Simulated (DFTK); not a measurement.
# MgS (Niningerite) (Fm-3m) in DFTK: a series of runs

Runs on MgS (Niningerite). Level: LDA. Tasks: equation of state, single point.

All numbers are computed with DFTK 0.8.2; they aren't measurements. Logs are shortened: lines on timing, memory, paths and dates and some standing lists are left out, and cuts for length are marked.

## (1) The crystal as given

Symmetry: Fm-3m, No. 225, cubic system. The conventional cell has a = 5.203 Å, b = 5.203 Å, c = 5.203 Å, α = 90.00°, β = 90.00°, γ = 90.00°. S (site symmetry m-3m) is surrounded by 6 Mg at 2.60 Å. Mg (site symmetry m-3m) is surrounded by 6 S at 2.60 Å.

## (2) Equation of state, LDA

run.jl reads:

```julia
using DFTK
using PseudoPotentialData
using Unitful, UnitfulAtomic
using LinearAlgebra, Printf
include("save.jl")
disable_threading()

# lattice vectors are the columns
lattice = austrip(1u"Å") * [           0.0        2.60165        2.60165;
                  2.60165            0.0        2.60165;
                  2.60165        2.60165            0.0]
symbols   = [:S, :Mg]
positions = [[0.5, 0.5, 0.5],
             [0.0, 0.0, 0.0]]
pseudopotentials = PseudoFamily("cp2k.nc.sr.lda.v0_1.largecore.gth")
elements = Dict(s => ElementPsp(s, pseudopotentials) for s in unique(symbols))
atoms    = [elements[s] for s in symbols]

build_model(lattice, positions; symmetries=true) =
    model_DFT(lattice, atoms, positions;
              functionals=LDA(),
              temperature=austrip(0.05u"eV"),
              smearing=Smearing.FermiDirac(),
              symmetries)
Ecut  = 30.0  # hartree
kgrid = [8, 8, 8]
tol   = 1e-6
to_GPa = ustrip(uconvert(u"GPa", 1u"hartree/bohr^3"))

results["points"] = []
for scale in [0.94, 0.96, 0.98, 1.0, 1.02, 1.04, 1.06]
    println("\n=== scale = ", scale)
    model = build_model(cbrt(scale) * lattice, positions)
    basis = PlaneWaveBasis(model; Ecut, kgrid)
    t0 = time()
    scfres = self_consistent_field(basis;
                                   tol,
                                   nbandsalg=AdaptiveBands(model; n_bands_converge=9))
    seconds = time() - t0
    @printf "SCF: %d iterations, %.1f s\n" scfres.n_iter seconds
    forces = compute_forces_cart(scfres)
    stress = compute_stresses_cart(scfres)
    @printf "V = %.5f Å^3  F = %.8f Ha  max force = %.5f eV/Å  p = %.4f GPa\n" ustrip(auconvert(u"Å^3", model.unit_cell_volume)) scfres.energies.total ustrip(auconvert(u"eV/Å", maximum(norm, forces))) (-tr(stress) / 3 * to_GPa)
    push!(results["points"], save_scf!(scfres; forces, stress, d=Dict{String,Any}("seconds" => seconds, "n_matvec" => get(scfres, :n_matvec, 0))))
end

# third-order Birch-Murnaghan fit in x = V^(-2/3)
V = [0.94, 0.96, 0.98, 1.0, 1.02, 1.04, 1.06] * abs(det(lattice))
E = [p["total"] for p in results["points"]]
x = V .^ (-2 / 3)
c = [x .^ 0 x x .^ 2 x .^ 3] \ E
Δ = c[3]^2 - 3c[2] * c[4]
if Δ > 0
    x0 = (-c[3] + sqrt(Δ)) / 3c[4]
    B0 = 4 / 9 * x0^(7 / 2) * (2c[3] + 6c[4] * x0)
    @printf "V0 = %.4f Å^3  B0 = %.2f GPa\n" ustrip(auconvert(u"Å^3", x0^(-3 / 2))) B0 * to_GPa
end
```

Potentials or basis: cp2k.nc.sr.lda.v0_1.largecore.gth (LDA, GTH, large core).

Command:

```console
$ julia --threads=1 run.jl  # save.jl only writes the numbers to a file and isn't shown; printed stress counts tension as positive; times include loading and compiling
```

The log of the run:

```text
=== scale = 0.94
n     Energy            log10(ΔE)   log10(Δρ)   Diag   Δtime
---   ---------------   ---------   ---------   ----   ------
  1   -11.20167571998                   -0.53    5.0    2.20s
  2   -11.25155376202       -1.30       -1.31    2.3    1.12s
  3   -11.25204480000       -3.31       -1.95    2.1    1.75s
  4   -11.25206089553       -4.79       -2.77    1.5    771ms
  5   -11.25206212055       -5.91       -3.82    2.6    1.65s
  6   -11.25206215628       -7.45       -4.44    3.2    1.01s
  7   -11.25206215691       -9.20       -5.41    2.1    1.56s
  8   -11.25206215694      -10.49       -6.03    3.0    959ms
SCF: 8 iterations, 11.2 s
V = 33.10583 Å^3  F = -11.25206216 Ha  max force = 0.00000 eV/Å  p = 0.4555 GPa

=== scale = 0.96
n     Energy            log10(ΔE)   log10(Δρ)   Diag   Δtime
---   ---------------   ---------   ---------   ----   ------
  1   -11.20057901833                   -0.53    5.1    1.99s
  2   -11.25155381840       -1.29       -1.30    2.3    878ms
  3   -11.25202660877       -3.33       -1.95    2.0    758ms
  4   -11.25204206799       -4.81       -2.75    1.4    1.34s
  5   -11.25204326714       -5.92       -3.83    2.6    853ms
  6   -11.25204331124       -7.36       -4.41    3.2    1.71s
  7   -11.25204331176       -9.28       -5.39    2.1    825ms
  8   -11.25204331180      -10.46       -6.17    3.1    1.72s
SCF: 8 iterations, 10.2 s
V = 33.81021 Å^3  F = -11.25204331 Ha  max force = 0.00000 eV/Å  p = -1.1982 GPa

=== scale = 0.98
n     Energy            log10(ΔE)   log10(Δρ)   Diag   Δtime
---   ---------------   ---------   ---------   ----   ------
  1   -11.19921205980                   -0.53    5.1    2.25s
  2   -11.25130056804       -1.28       -1.30    2.3    1.03s
  3   -11.25175255948       -3.34       -1.95    2.0    1.78s
  4   -11.25176881762       -4.79       -2.73    1.4    855ms
  5   -11.25177012087       -5.88       -3.81    2.4    1.80s
  6   -11.25177016967       -7.31       -4.38    3.2    1.29s
  7   -11.25177017024       -9.25       -5.40    1.9    1.70s
  8   -11.25177017027      -10.46       -6.19    3.3    1.27s
SCF: 8 iterations, 12.2 s
V = 34.51459 Å^3  F = -11.25177017 Ha  max force = 0.00000 eV/Å  p = -2.6881 GPa

=== scale = 1.0
n     Energy            log10(ΔE)   log10(Δρ)   Diag   Δtime
---   ---------------   ---------   ---------   ----   ------
  1   -11.19756988970                   -0.53    5.1    2.42s
  2   -11.25081590896       -1.27       -1.30    2.3    1.04s
  3   -11.25124930555       -3.36       -1.95    2.1    1.65s
  4   -11.25126591622       -4.78       -2.72    1.4    847ms
  5   -11.25126730786       -5.86       -3.78    2.4    1.80s
  6   -11.25126736198       -7.27       -4.34    3.3    1.27s
  7   -11.25126736261       -9.20       -5.46    2.0    1.04s
  8   -11.25126736265      -10.47       -5.99    3.3    2.04s
  9   -11.25126736265      -11.94       -6.89    2.1    1.08s
SCF: 9 iterations, 14.0 s
V = 35.21897 Å^3  F = -11.25126736 Ha  max force = 0.00000 eV/Å  p = -4.0309 GPa

=== scale = 1.02
n     Energy            log10(ΔE)   log10(Δρ)   Diag   Δtime
---   ---------------   ---------   ---------   ----   ------
  1   -11.19569268098                   -0.53    5.1    1.65s
  2   -11.25011320600       -1.26       -1.30    2.3    1.69s
  3   -11.25053770355       -3.37       -1.95    2.0    1.02s
  4   -11.25055387376       -4.79       -2.70    1.4    1.53s
  5   -11.25055520120       -5.88       -3.76    2.5    1.13s
  6   -11.25055526782       -7.18       -4.35    3.1    1.95s
  7   -11.25055526841       -9.23       -5.68    2.1    1.08s
  8   -11.25055526844      -10.56       -6.26    3.9    2.25s
SCF: 8 iterations, 13.1 s
V = 35.92335 Å^3  F = -11.25055527 Ha  max force = 0.00000 eV/Å  p = -5.2415 GPa

=== scale = 1.04
n     Energy            log10(ΔE)   log10(Δρ)   Diag   Δtime
---   ---------------   ---------   ---------   ----   ------
  1   -11.19362021327                   -0.53    5.1    2.38s
  2   -11.24923133770       -1.25       -1.30    2.3    1.16s
  3   -11.24963973295       -3.39       -1.95    2.0    1.59s
  4   -11.24965646360       -4.78       -2.69    1.4    843ms
  5   -11.24965805041       -5.80       -3.72    2.4    1.78s
  6   -11.24965812357       -7.14       -4.31    3.1    1.34s
  7   -11.24965812424       -9.17       -5.63    1.9    1.64s
  8   -11.24965812428      -10.44       -6.23    4.0    1.51s
SCF: 8 iterations, 12.5 s
V = 36.62773 Å^3  F = -11.24965812 Ha  max force = 0.00000 eV/Å  p = -6.3319 GPa

=== scale = 1.06
n     Energy            log10(ΔE)   log10(Δρ)   Diag   Δtime
---   ---------------   ---------   ---------   ----   ------
  1   -11.19134199176                   -0.53    5.1    2.33s
  2   -11.24817512237       -1.25       -1.29    2.4    1.05s
  3   -11.24857257098       -3.40       -1.95    2.0    1.09s
  4   -11.24858824736       -4.80       -2.68    1.6    1.57s
  5   -11.24858983008       -5.80       -3.69    2.5    1.22s
  6   -11.24858990106       -7.15       -4.30    3.2    2.02s
  7   -11.24858990166       -9.22       -5.54    2.0    962ms
  8   -11.24858990170      -10.43       -6.23    3.9    2.19s
SCF: 8 iterations, 12.6 s
V = 37.33210 Å^3  F = -11.24858990 Ha  max force = 0.00000 eV/Å  p = -7.3152 GPa
V0 = 33.4062 Å^3  B0 = 79.23 GPa
```

Wall time 2.2 min (1 thread of Intel Xeon 6975P-C (Granite Rapids), shared host); peak memory 1.5 GiB.

Results:

```
Equilibrium volume : 16.70 Å³/atom (rough: see the caveat)
Bulk modulus       : 79 GPa (rough)
```

Energy against volume, from the lowest point:
```
volume (Å³/atom)  energy (meV/atom)
          16.553               0.00
          16.905               0.26
          17.257               3.97
          17.609              10.81
          17.962              20.50
          18.314              32.71
          18.666              47.24
```

Caveat: the cutoff is short for these potentials, so energies and forces aren't converged, fitted volumes are rough and the log's stress (off by 3 to 10 GPa or more in trials) isn't used; this set keeps more shells in the core, which shifts pressures and gaps.

## (3) Single point, LDA, 16.55 Å³/atom (volume scaled by 0.94)

run.jl is that of step 2.

Potentials or basis: cp2k.nc.sr.lda.v0_1.largecore.gth (LDA, GTH, large core).

Command:

```console
$ julia --threads=1 run.jl  # one pass of the loop, scale = 0.94; save.jl only writes the numbers to a file and isn't shown; printed stress counts tension as positive; times include loading and compiling
```

Wall time 11 s (1 thread of Intel Xeon 6975P-C (Granite Rapids), shared host).

Results (log left out):

| Property | Result |
| --- | --- |
| Free energy | -306.1842 eV |
| Band gap on the k mesh | 2.69 eV, indirect (least direct gap 3.95 eV) |

Caveat: the cutoff is short for these potentials, so energies and forces aren't converged, fitted volumes are rough and the log's stress (off by 3 to 10 GPa or more in trials) isn't used; this set keeps more shells in the core, which shifts pressures and gaps.

## (4) Single point, LDA, 16.91 Å³/atom (volume scaled by 0.96)

run.jl is that of step 3.

Command:

```console
$ julia --threads=1 run.jl  # one pass of the loop, scale = 0.96; save.jl only writes the numbers to a file and isn't shown; printed stress counts tension as positive; times include loading and compiling
```

Wall time 10 s (1 thread of Intel Xeon 6975P-C (Granite Rapids), shared host).

Results (log left out):

| Item | Value |
| --- | --- |
| Free energy | -306.1837 eV |
| Band gap on the k mesh | 2.66 eV, indirect (least direct gap 3.79 eV) |

Caveat: the cutoff is short for these potentials, so energies and forces aren't converged, fitted volumes are rough and the log's stress (off by 3 to 10 GPa or more in trials) isn't used; this set keeps more shells in the core, which shifts pressures and gaps.

## (5) Single point, LDA, 17.26 Å³/atom (volume scaled by 0.98)

run.jl is that of step 4.

Command:

```console
$ julia --threads=1 run.jl  # one pass of the loop, scale = 0.98; save.jl only writes the numbers to a file and isn't shown; printed stress counts tension as positive; times include loading and compiling
```

It took 12 s on 1 thread of Intel Xeon 6975P-C (Granite Rapids), shared host.

The run converged. Its results:

- Free energy: -306.1763 eV
- Band gap on the k mesh: 2.62 eV, indirect (least direct gap 3.62 eV)

Caveat: the cutoff is short for these potentials, so energies and forces aren't converged, fitted volumes are rough and the log's stress (off by 3 to 10 GPa or more in trials) isn't used; this set keeps more shells in the core, which shifts pressures and gaps.

## (6) Single point, LDA, 17.61 Å³/atom

run.jl is that of step 5.

Potentials or basis: cp2k.nc.sr.lda.v0_1.largecore.gth (LDA, GTH, large core).

Command:

```console
$ julia --threads=1 run.jl  # one pass of the loop, scale = 1.0; save.jl only writes the numbers to a file and isn't shown; printed stress counts tension as positive; times include loading and compiling
```

Run time: 14 s. Hardware: 1 thread of Intel Xeon 6975P-C (Granite Rapids), shared host.

Results (log left out):

| Quantity | Value |
| --- | --- |
| Free energy | -306.1626 eV |
| Band gap on the k mesh | 2.58 eV, indirect (least direct gap 3.47 eV) |

Caveat: the cutoff is short for these potentials, so energies and forces aren't converged, fitted volumes are rough and the log's stress (off by 3 to 10 GPa or more in trials) isn't used; this set keeps more shells in the core, which shifts pressures and gaps.

## (7) Single point, LDA, 17.96 Å³/atom (volume scaled by 1.02)

run.jl is that of step 6.

Command:

```console
$ julia --threads=1 run.jl  # one pass of the loop, scale = 1.02; save.jl only writes the numbers to a file and isn't shown; printed stress counts tension as positive; times include loading and compiling
```

It took 13 s on 1 thread of Intel Xeon 6975P-C (Granite Rapids), shared host.

It converged, with:

| Property | Result |
| --- | --- |
| Free energy | -306.1432 eV |
| Band gap on the k mesh | 2.55 eV, indirect (least direct gap 3.32 eV) |

Caveat: the cutoff is short for these potentials, so energies and forces aren't converged, fitted volumes are rough and the log's stress (off by 3 to 10 GPa or more in trials) isn't used; this set keeps more shells in the core, which shifts pressures and gaps.

## (8) Single point, LDA, 18.31 Å³/atom (volume scaled by 1.04)

run.jl is that of step 7.

Command:

```console
$ julia --threads=1 run.jl  # one pass of the loop, scale = 1.04; save.jl only writes the numbers to a file and isn't shown; printed stress counts tension as positive; times include loading and compiling
```

Run time: 12 s. Hardware: 1 thread of Intel Xeon 6975P-C (Granite Rapids), shared host.

It converged, with:

```
Free energy            : -306.1188 eV
Band gap on the k mesh : 2.51 eV, indirect (least direct gap 3.18 eV)
```

Caveat: the cutoff is short for these potentials, so energies and forces aren't converged, fitted volumes are rough and the log's stress (off by 3 to 10 GPa or more in trials) isn't used; this set keeps more shells in the core, which shifts pressures and gaps.

## (9) Single point, LDA, 18.67 Å³/atom (volume scaled by 1.06)

run.jl is that of step 8.

Potentials or basis: cp2k.nc.sr.lda.v0_1.largecore.gth (LDA, GTH, large core).

Command:

```console
$ julia --threads=1 run.jl  # one pass of the loop, scale = 1.06; save.jl only writes the numbers to a file and isn't shown; printed stress counts tension as positive; times include loading and compiling
```

Wall time 13 s (1 thread of Intel Xeon 6975P-C (Granite Rapids), shared host).

Results (log left out):

- Free energy: -306.0897 eV
- Band gap on the k mesh: 2.48 eV, indirect (least direct gap 3.05 eV)

Caveat: the cutoff is short for these potentials, so energies and forces aren't converged, fitted volumes are rough and the log's stress (off by 3 to 10 GPa or more in trials) isn't used; this set keeps more shells in the core, which shifts pressures and gaps.
